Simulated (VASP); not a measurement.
# Ru (Im-3m) in VASP: a series of runs

One crystal, Ru, is run at these levels: PBEsol, LDA; tasks: relaxation of cell and atoms.

Program: VASP 6.6.1. These are calculated values, not measurements. Logs are shortened: lines on timing, memory, paths and dates and some standing lists are left out, and cuts for length are marked.

## Step 1: Starting point

It takes space group Im-3m (No. 229, cubic). Conventional cell: a = 3.007 Å, b = 3.007 Å, c = 3.007 Å, α = 90.00°, β = 90.00°, γ = 90.00°. Ru (site symmetry m-3m) has 8 Ru at 2.60 Å as nearest neighbours.

This isn't the form of Ru at room conditions, which is hcp.

## Step 2: Relaxation of cell and atoms, PBEsol

INCAR reads:

```
SYSTEM = Ru
  PREC = Accurate
  ENCUT = 600
  EDIFF = 1E-7
  ISMEAR = 0
  SIGMA = 0.1
  LREAL = .FALSE.
  LASPH = .TRUE.
  NELM = 80
  ALGO = Normal
  ISIF = 3
  LWAVE = .FALSE.
  LCHARG = .FALSE.
  GGA = PS
  IBRION = 2
  NSW = 90
  EDIFFG = -0.005
```

KPOINTS reads:

```
Automatic mesh
0
G
  20 20 20
  0 0 0
```

POSCAR reads:

```
Ru
1.0
   -1.5036946000      1.5036946000      1.5036946000
    1.5036946000     -1.5036946000      1.5036946000
    1.5036946000      1.5036946000     -1.5036946000
Ru
1
Direct
    0.0000000000      0.0000000000      0.0000000000
```

Potentials or basis: VASP PAW PBE potentials, release 64 (Ru_pv).

Started as:

```bash
cat potpaw_PBE.64/Ru_pv/POTCAR > POTCAR
mpirun -np 1 vasp_std > vasp.out
```

OUTCAR:

```text
SYSTEM = Ru
   PREC = Accurate
   ENCUT = 600
   EDIFF = 1E-7
   ISMEAR = 0
   LREAL = .FALSE.
   LASPH = .TRUE.
   NELM = 80
   ISIF = 3
   GGA = PS
   IBRION = 2
   NSW = 90
   EDIFFG = -0.005

 ion  position               nearest neighbor table
   1  0.000  0.000  0.000-

  LATTYP: Found a body centered cubic cell.
 ALAT       =     3.0073892000

  Lattice vectors:

 A1 = (  -1.5036946000,   1.5036946000,   1.5036946000)
 A2 = (   1.5036946000,  -1.5036946000,   1.5036946000)
 A3 = (   1.5036946000,   1.5036946000,  -1.5036946000)

Analysis of symmetry for initial positions (statically):
=====================================================================
 Subroutine PRICEL returns:
 Original cell was already a primitive cell.

 Routine SETGRP: Setting up the symmetry group for a
 body centered cubic supercell.

 Subroutine GETGRP returns: Found 48 space group operations
 (whereof 48 operations were pure point group operations)
 out of a pool of 48 trial point group operations.

The static configuration has the point symmetry O_h .

Analysis of symmetry for dynamics (positions and initial velocities):
=====================================================================
 Subroutine PRICEL returns:
 Original cell was already a primitive cell.

 Routine SETGRP: Setting up the symmetry group for a
 body centered cubic supercell.

 Subroutine GETGRP returns: Found 48 space group operations
 (whereof 48 operations were pure point group operations)
 out of a pool of 48 trial point group operations.

The dynamic configuration has the point symmetry O_h .

 Subroutine INISYM returns: Found 48 space group operations
 (whereof 48 operations are pure point group operations),
 and found     1 'primitive' translations

----------------------------------------------------------------------------------------

                                     Primitive cell

  volume of cell :      13.6000

  direct lattice vectors                    reciprocal lattice vectors
    -1.503694600  1.503694600  1.503694600     0.000000000  0.332514328  0.332514328
     1.503694600 -1.503694600  1.503694600     0.332514328  0.000000000  0.332514328
     1.503694600  1.503694600 -1.503694600     0.332514328  0.332514328  0.000000000
[... 99 lines left out ...]
   IALGO  =     38    algorithm
   IMIX   =      4    mixing-type and parameters
     AMIX     =   0.40;   BMIX     =  1.00
     AMIX_MAG =   1.60;   BMIX_MAG =  1.00
  volume/ion in A,a.u.               =      13.60        91.78
  Fermi-wavevector in a.u.,A,eV,Ry     =   1.652994  3.123705 37.176399  2.732388
  Thomas-Fermi vector in A             =   2.741508
   LORBIT       =      0    0 simple, 1 ext, 2 COOP (PROOUT), +10 PAW based schemes
   GGA     = PS    functional components
   LHFCALC =     F    Hartree Fock is set to
   AEXX    =    0.0000 exact exchange contribution
   IVDW    =     0    specifies the selected vdW correction
   LEPSILON=     F    determine dielectric tensor
   LRPA    =     F    only Hartree local field effects (RPA)
 conjugate gradient relaxation of ions
 non-spin polarized calculation
 Gauss-broadening in eV      SIGMA  =   0.10
  energy-cutoff  :      600.00
  volume of cell :       13.60
 maximum number of plane-waves:       470
 NGX is ok and might be reduce to    24
   NGX = 11   NGY = 11   NGZ = 11

--------------------------------------- Ionic step        1  -------------------------------------------

 number of electron      13.9999998 magnetization

 Free energy of the ion-electron system (eV)
  ---------------------------------------------------
  ext. energy  EPLUGINS =         0.00000000
  ---------------------------------------------------
  free energy    TOTEN  =        -9.50834056 eV

  energy without entropy =       -9.49811131  energy(sigma->0) =       -9.50322594

------------------------ aborting loop because EDIFF is reached ----------------------------------------

  FORCE on cell =-STRESS in cart. coord.  units (eV):
  Direction    XX          YY          ZZ          XY          YZ          ZX
  --------------------------------------------------------------------------------------
  -------------------------------------------------------------------------------------
  Total        0.2919855      0.2919855      0.2919855      0.0000000      0.0000000      0.0000000
  in kB       34.3979822     34.3979822     34.3979822      0.0000000      0.0000000      0.0000000
  external PRESSURE =      34.3979822 kB  Pullay stress =       0.0000000 kB
[... 57 lines left out ...]
--------------------------------------- Ionic step        3  -------------------------------------------

 number of electron      13.9999997 magnetization

 Free energy of the ion-electron system (eV)
  ---------------------------------------------------
  ext. energy  EPLUGINS =         0.00000000
  ---------------------------------------------------
  free energy    TOTEN  =        -9.50987914 eV

  energy without entropy =       -9.49949632  energy(sigma->0) =       -9.50468773

 E-fermi :  12.6296     XC(G=0): -14.1930

 val. band max:       12.6275887459   @ k =   0.4000   0.1500   0.0500
 cond. band min:      12.6353379273   @ k =   0.1500   0.0500   0.0000
 fundamental gap:      0.0077491814
 Fermi energy:        12.6295904808

 k-point     1 :       0.0000    0.0000    0.0000
  band No.  band energies     occupation
      1     -29.8818      2.00000
      2     -29.8818      2.00000
      3     -29.8818      2.00000
      4       4.4774      2.00000
      5       9.7610      2.00000
      6       9.7610      2.00000
      7       9.7610      2.00000
      8      12.5343      1.82208
      9      12.5343      1.82208
     10      23.0126      0.00000
     11      29.7531      0.00000
[... 309 lines left out ...]
 k-point    24 :       0.2500    0.1000    0.0000
  band No.  band energies     occupation
      1     -30.5889      2.00000
      2     -30.1178      2.00000
      3     -29.9209      2.00000
      4       6.9425      2.00000
      5       8.5682      2.00000
      6       9.8509      2.00000
      7      12.0006      2.00000
      8      12.9245      0.00003
      9      13.5101      0.00000
     10      23.0115      0.00000
     11      27.7002      0.00000

 [... further k-points ...]

------------------------ aborting loop because EDIFF is reached ----------------------------------------

  FORCE on cell =-STRESS in cart. coord.  units (eV):
  Direction    XX          YY          ZZ          XY          YZ          ZX
  --------------------------------------------------------------------------------------
  -------------------------------------------------------------------------------------
  Total       -0.0032536     -0.0032536     -0.0032536      0.0000000      0.0000000     -0.0000000
  in kB       -0.3792024     -0.3792024     -0.3792024      0.0000000      0.0000000     -0.0000000
  external PRESSURE =      -0.3792024 kB  Pullay stress =       0.0000000 kB
[... 16 lines left out ...]
  FREE ENERGIE OF THE ION-ELECTRON SYSTEM (eV)
  ---------------------------------------------------
  free  energy   TOTEN  =        -9.5098791425 eV

  energy  without entropy=       -9.4994963188  energy(sigma->0) =       -9.50468773

 reached required accuracy - stopping structural energy minimisation
```

Wall time 44 s (1 thread of Intel Xeon Platinum 8488C (Sapphire Rapids), shared host); peak memory 0.18 GiB.

What came out:

* Free energy: -9.5099 eV
* Relaxed volume: 13.75 Å³/atom
* Relaxed cell: a = 2.614 Å, b = 2.614 Å, c = 2.614 Å, α = 109.47°, β = 109.47°, γ = 109.47°
* Space group after relaxing (to 0.05 Å): Im-3m (No. 229)
* Energy gained by relaxing: 1.5 meV/atom
* Ionic steps: 3
* Pressure after relaxing: 0.0 GPa
* Band gap on the k mesh: none (metal or under the smearing width)

The path:
```
step  energy change (eV)  largest force (eV/Å)  pressure (GPa)  volume (Å³)
   1              0.0000                0.0000            3.44        13.60
   2              0.0113                0.0000           -9.15        14.18
   3             -0.0015                0.0000           -0.04        13.75
```

Final structure:
```cif
data_structure
_symmetry_space_group_name_H-M 'P 1'
_symmetry_Int_Tables_number 1
_cell_length_a 2.6138
_cell_length_b 2.6138
_cell_length_c 2.6138
_cell_angle_alpha 109.471
_cell_angle_beta 109.471
_cell_angle_gamma 109.471
_cell_volume 13.75
loop_
_atom_site_label
_atom_site_type_symbol
_atom_site_fract_x
_atom_site_fract_y
_atom_site_fract_z
_atom_site_occupancy
Ru1 Ru 0.00000 0.00000 0.00000 1
```

Caveat: the PAW data sets were made with another functional, which shifts forces and pressure a little.

## Step 3: Relaxation of cell and atoms, LDA

Edit INCAR of step 2 so:

```diff
@@ -13,3 +13,2 @@
   LCHARG = .FALSE.
-  GGA = PS
   IBRION = 2
```

KPOINTS is that of step 2.

POSCAR is that of step 2.

Potentials or basis: VASP PAW LDA potentials, release 64 (Ru_pv).

Started as:

```bash
cat potpaw_LDA.64/Ru_pv/POTCAR > POTCAR
mpirun -np 1 vasp_std > vasp.out
```

Run time: 37 s. Hardware: 1 thread of Intel Xeon Platinum 8488C (Sapphire Rapids), shared host; peak memory 0.17 GiB.

It converged, with:

- Free energy: -10.0188 eV
- Relaxed volume: 13.53 Å³/atom
- Relaxed cell: a = 2.600 Å, b = 2.600 Å, c = 2.600 Å, α = 109.47°, β = 109.47°, γ = 109.47°
- Space group after relaxing (to 0.05 Å): Im-3m (No. 229)
- Energy gained by relaxing: 0.4 meV/atom
- Ionic steps: 3
- Pressure after relaxing: 0.0 GPa
- Band gap on the k mesh: none (metal or under the smearing width)

The path:
```csv
step,energy change (eV),largest force (eV/Å),pressure (GPa),volume (Å³)
1,0.0000,0.0000,-1.70,13.60
2,0.0032,0.0000,5.44,13.32
3,-0.0004,0.0000,-0.01,13.53
```

Final structure:
```yaml
crystal:
  lattice:
    - [-1.50112, 1.50112, 1.50112]
    - [1.50112, -1.50112, 1.50112]
    - [1.50112, 1.50112, -1.50112]
  atoms:
    - { symbol: Ru, position: [0.00000, 0.00000, 0.00000] }
```

Levels at points of the mesh, in eV from the Fermi level:
| k point | band 5 | band 6 | band 7 | band 8 | band 9 | band 10 |
| --- | --- | --- | --- | --- | --- | --- |
| (0.00, 0.00, 0.00) | -2.94 | -2.94 | -2.94 | -0.10 | -0.10 | 10.06 |
| (0.50, 0.00, 0.00) | -4.78 | -0.11 | 0.39 | 1.22 | 2.60 | 10.05 |
| (0.50, 0.50, 0.50) | -6.58 | 1.95 | 1.95 | 1.95 | 9.46 | 9.46 |
